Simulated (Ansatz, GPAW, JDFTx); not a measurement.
# One calculation of BP, 3 ways

```xyz
2
Lattice="0.0000 2.2690 2.2690 2.2690 0.0000 2.2690 2.2690 2.2690 0.0000" Properties=species:S:1:pos:R:3 pbc="T T T"
P     3.4035    3.4035    3.4035
B     0.0000    0.0000    0.0000
```

Alike in all runs: task single point; functional PBEsol; k mesh 10 × 10 × 10; occupations gaussian, width 0.1 eV; no spin polarisation; no spin-orbit coupling. Pressure is positive in compression and, in plane waves, holds the error of the finite cutoff.

```csv
program and potentials,plane-wave cutoff (eV),notes,band gap (eV),pressure (GPa)
"Ansatz, all-electron LAPW, scalar-relativistic",-,-,1.14,-2.01
"JDFTx, PseudoDojo-SR-PBEsol-0.4.1-standard with smoothed tails",1034,-,1.14,-1.91
"GPAW, PAW data sets generated for this functional",800,-,1.14,-1.74
```

All agree on the band gap. The pressure spans -2.01 (Ansatz, all-electron LAPW, scalar-relativistic) to -1.74 GPa (GPAW, PAW data sets generated for this functional), with all-electron results at -2.01. The gap is indirect and read on the mesh alone.

The functional is the same throughout but for its coding, so the spread measures potentials, basis and numerics; runs on potential files found faulty are left out.

At this geometry all three calculations put BP under tension, so PBEsol would favour a slightly smaller cell. Because the short, strongly covalent B–P bonds make the crystal stiff, the spread in pressure corresponds to only a tiny difference in equilibrium lattice constant. An incomplete plane-wave basis usually makes the pressure more negative, yet both plane-wave values lie above the all-electron one, so the differences probably stem more from the treatment of the cores.

The common gap of 1.14 eV is well below the measured one. Since the all-electron calculation gives the same value, the shortfall is not a pseudopotential artefact; it reflects the missing derivative discontinuity in the Kohn–Sham gap of a semilocal functional. The indirect gap itself fits the close kinship of BP with silicon and diamond: boron and phosphorus differ little in electronegativity, and the band edges derive from bonding and antibonding combinations of their valence orbitals. Agreement between the codes therefore supports the numerical reliability of the PBEsol gap, not its accuracy as a prediction of the optical or transport gap.
